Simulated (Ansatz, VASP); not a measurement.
## CoO in VASP and in Ansatz

File INCAR:

```
SYSTEM = CoO
ALGO = Normal
EDIFF = 1E-6
ENCUT = 520
GGA = PE
ISIF = 2
ISMEAR = -1
ISPIN = 2
LASPH = .TRUE.
LCHARG = .FALSE.
LMAXMIX = 4
LORBIT = 11
LREAL = .FALSE.
LWAVE = .FALSE.
MAGMOM = 2 0
NBANDS = 18
NELM = 150
PREC = Accurate
SIGMA = 0.05
```

File KPOINTS:

```
k-points
0
G
  11 11 10
  0 0 0
```

POSCAR

```
CoO
1.0
    2.8371288589      0.0000000000      0.0000000000
   -1.4185644245      2.4570256617      0.0000000000
    0.0000000000      0.0000000000      2.7688971976
Co O
1 1
Direct
    0.0000000000      0.0000000000      0.0000000000
    0.6666666667      0.3333333333      0.5000000000
```

File input.yaml:

```yaml
crystal:
  lattice:
    - [2.8371288589, 0.0, 0.0]
    - [-1.4185644245, 2.4570256617, 0.0]
    - [0.0, 0.0, 2.7688971976]
  atoms:
    - { symbol: Co, position: [0.0, 0.0, 0.0], spin: 2.0 }
    - { symbol: O, position: [0.6666666667, 0.3333333333, 0.5] }
hamiltonian:
  xc: pbe
  pseudopotentials: { kind: paw }
magnetization:
  spin_polarized: true
kpoints:
  mp_grid: { grid: [11, 11, 10] }
scf:
  occupations: { method: fermi_dirac, width: 0.05 }
output:
  forces: true
  stress: true
  eigenvalues: true
  write_density: true
  write_potential: true
  elf: true
  volumetric_format: npy
```

Measurements of this composition are mostly on another form, of space group No. 225.

Alike in both runs: task single point; functional PBE; k mesh 11 × 11 × 10; occupations fermi-dirac, width 0.05 eV; collinear spin.

```csv
,VASP,Ansatz
version,VASP 6.6.1,Ansatz 0.2.0
potentials or method,"VASP PAW PBE potentials, release 64 (Co, O)",Ansatz PAW
plane-wave cutoff (eV),520,420
valence electrons in the cell,15,23
```

Ansatz gave:

* gap on the k mesh at the Fermi level (eV): none
* pressure (GPa): -4.6
* largest component of the traceless stress (GPa): 2.34
* net moment per atom (μB): 1.50
* size of the moment on the site where the two differ most (μB): 2.51

**Question.** What did VASP give for the same quantities?

**Answer.** gap on the k mesh at the Fermi level (eV): none; pressure (GPa): -5.0; largest component of the traceless stress (GPa): 2.69; net moment per atom (μB): 1.50; size of the moment on the site where the two differ most (μB): 2.55.

Site moments also hang on the region over which each program counts them. A gap of «none» marks a metal or a gap that the smearing closes. The two sets of potentials don't hold the same shells in valence.

Caveats: a cell with one magnetic atom can't hold antiferromagnetic order, which such compounds often take; semilocal functionals often make such compounds metallic where correlation or magnetic order opens a gap, which also shifts bond lengths; the pressure holds a Pulay correction of +0.7 GPa for the finite cutoff (Ansatz).
